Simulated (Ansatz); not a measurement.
Density of states of a Hf₇C₈ cell (a crystal with Hf atoms taken out, relaxed), per eV and atom, broadened by Gaussian smearing of width 0.1 eV and averaged over bins of 0.2 eV, from 8 eV under the Fermi level at most up to where the solved bands end.

Theory: DFT PBE, scalar-relativistic, plane waves, PAW (Ansatz).

Plane waves to 420 eV, a k mesh through Γ of 6×6×6 on the computed 15-atom cell and Gaussian smearing (0.10 eV); no spin polarisation.

```xyz
15
Lattice="0.0000 4.6368 -4.6369 4.6369 4.6368 0.0000 4.6370 0.0000 -4.6370" Properties=species:S:1:pos:R:3 pbc="T T T"
Hf    4.6324    4.6346   -2.3217
Hf    2.3137    2.3162   -2.3219
Hf    4.6322    6.9531   -4.6402
Hf    6.9504    4.6345   -4.6406
Hf    4.6322    2.3160   -4.6402
Hf    6.9507    6.9530   -6.9588
Hf    4.6320    4.6346   -6.9587
C     6.9501    4.6342   -6.8813
C     4.6317    6.9526   -2.3228
C     6.9500    2.3942   -4.6411
C     9.1908    4.6344   -4.6412
C     4.7100    4.6344   -4.6412
C     6.9501    6.8749   -4.6410
C     4.6316    2.3159   -2.3227
C     6.9501    4.6342   -2.4006
```

| E − E_F (eV) | total | C 2p | Hf 5d | Hf 6s | C 2s |
| --- | --- | --- | --- | --- | --- |
| -7.95 | 0.011 | 0.000 | 0.000 | 0.000 | 0.009 |
| -7.75 | 0.000 | 0.000 | 0.000 | 0.000 | 0.000 |
| -7.55 | 0.000 | 0.000 | 0.000 | 0.000 | 0.000 |
| -7.35 | 0.000 | 0.000 | 0.000 | 0.000 | 0.000 |
| -7.15 | 0.000 | 0.000 | 0.000 | 0.000 | 0.000 |
| -6.95 | 0.000 | 0.000 | 0.000 | 0.000 | 0.000 |
| -6.75 | 0.000 | 0.000 | 0.000 | 0.000 | 0.000 |
| -6.55 | 0.000 | 0.000 | 0.000 | 0.000 | 0.000 |
| -6.35 | 0.000 | 0.000 | 0.000 | 0.000 | 0.000 |
| -6.15 | 0.000 | 0.000 | 0.000 | 0.000 | 0.000 |
| -5.95 | 0.000 | 0.000 | 0.000 | 0.000 | 0.000 |
| -5.75 | 0.004 | 0.002 | 0.002 | 0.000 | 0.000 |
| -5.55 | 0.013 | 0.006 | 0.005 | 0.002 | 0.000 |
| -5.35 | 0.064 | 0.029 | 0.024 | 0.007 | 0.002 |
| -5.15 | 0.083 | 0.038 | 0.031 | 0.008 | 0.004 |
| -4.95 | 0.111 | 0.052 | 0.041 | 0.011 | 0.003 |
| -4.75 | 0.161 | 0.075 | 0.060 | 0.014 | 0.007 |
| -4.55 | 0.209 | 0.098 | 0.077 | 0.016 | 0.010 |
| -4.35 | 0.441 | 0.216 | 0.159 | 0.039 | 0.012 |
| -4.15 | 0.279 | 0.140 | 0.099 | 0.024 | 0.007 |
| -3.95 | 0.441 | 0.220 | 0.156 | 0.032 | 0.019 |
| -3.75 | 0.393 | 0.206 | 0.132 | 0.032 | 0.012 |
| -3.55 | 0.362 | 0.201 | 0.110 | 0.031 | 0.010 |
| -3.35 | 0.535 | 0.300 | 0.163 | 0.039 | 0.017 |
| -3.15 | 0.363 | 0.206 | 0.111 | 0.022 | 0.013 |
| -2.95 | 0.488 | 0.287 | 0.150 | 0.022 | 0.013 |
| -2.75 | 0.477 | 0.276 | 0.164 | 0.011 | 0.011 |
| -2.55 | 1.114 | 0.630 | 0.421 | 0.008 | 0.019 |
| -2.35 | 0.984 | 0.558 | 0.379 | 0.005 | 0.016 |
| -2.15 | 1.364 | 0.801 | 0.500 | 0.008 | 0.015 |
| -1.95 | 1.307 | 0.762 | 0.486 | 0.008 | 0.015 |
| -1.75 | 0.935 | 0.536 | 0.363 | 0.004 | 0.011 |
| -1.55 | 0.972 | 0.551 | 0.384 | 0.004 | 0.012 |
| -1.35 | 0.852 | 0.504 | 0.316 | 0.003 | 0.011 |
| -1.15 | 0.575 | 0.336 | 0.214 | 0.003 | 0.010 |
| -0.95 | 0.616 | 0.349 | 0.234 | 0.005 | 0.014 |
| -0.75 | 0.423 | 0.239 | 0.164 | 0.003 | 0.006 |
| -0.55 | 0.518 | 0.328 | 0.162 | 0.003 | 0.011 |
| -0.35 | 0.270 | 0.172 | 0.077 | 0.004 | 0.010 |
| -0.15 | 0.234 | 0.146 | 0.076 | 0.002 | 0.004 |
| 0.05 | 0.271 | 0.200 | 0.058 | 0.001 | 0.003 |
| 0.25 | 0.318 | 0.239 | 0.061 | 0.002 | 0.006 |
| 0.45 | 0.359 | 0.267 | 0.074 | 0.001 | 0.006 |
| 0.65 | 0.419 | 0.294 | 0.105 | 0.002 | 0.006 |
| 0.85 | 0.220 | 0.137 | 0.073 | 0.001 | 0.003 |
| 1.05 | 0.106 | 0.076 | 0.027 | 0.000 | 0.000 |
| 1.25 | 0.168 | 0.090 | 0.073 | 0.001 | 0.001 |
| 1.45 | 0.185 | 0.077 | 0.098 | 0.002 | 0.003 |
| 1.65 | 0.116 | 0.035 | 0.075 | 0.001 | 0.003 |
| 1.85 | 0.217 | 0.077 | 0.131 | 0.002 | 0.002 |
| 2.05 | 0.266 | 0.084 | 0.170 | 0.003 | 0.003 |

The columns after the total are the largest Löwdin projections on the valence shells of the potentials, so they needn't add up, and the weight of a shell that a potential lacks goes to other orbitals. The cell has no gap on the mesh.

Spin-orbit coupling is left out, which matters for the bands of heavy elements.

Cost: 2 runs of about 13 core-minutes in all (earlier runs that led there not counted), on Arm Neoverse V2 (shared hosts).